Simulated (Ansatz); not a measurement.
HfO$_{2}$: zone-centre modes at 30 GPa

Level of theory: DFT PBEsol, scalar-relativistic, plane waves, PAW in Ansatz 0.2.0. Cutoff 420 eV, 8×8×8 k-points (Γ-centred), fixed occupations. No spin polarisation. Phonons by linear response, acoustic sum rule imposed.

The cell, relaxed at 30 GPa:
```yaml
crystal:
  lattice:
    - [0.00000, 2.44473, 2.44473]
    - [2.44473, 0.00000, 2.44473]
    - [2.44473, 2.44473, 0.00000]
  atoms:
    - { symbol: Hf, position: [0.00000, 0.00000, 0.00000] }
    - { symbol: O, position: [0.25000, 0.25000, 0.25000] }
    - { symbol: O, position: [0.75000, 0.75000, 0.75000] }
```

Spin–orbit coupling is left out, which matters for heavy elements. Other phases may be more stable at this pressure.

Task: Give the high-frequency dielectric tensor ε∞.

Result:
```
5.37 0.00 0.00
0.00 5.37 0.00
0.00 0.00 5.37
```

Task: Give the Born effective charges.

Result:
```tsv
atom	Z*xx	Z*yy	Z*zz	mean
Hf (atom 1)	5.61	5.61	5.61	5.61
O (atom 2)	-2.81	-2.81	-2.81	-2.81
```

Task: How large is the static dielectric tensor with the ions free to move, and what share of it is ionic?

Result:
```
23.6  0.0  0.0
 0.0 23.6  0.0
 0.0  0.0 23.6
```
The ions give 77 % of its trace.

This fluorite-type form isn't the usual stable structure of the compound at low pressure.

Cost: 1 run of about 0.46 core-minutes, on Intel Xeon Platinum 8488C (Sapphire Rapids) (shared hosts).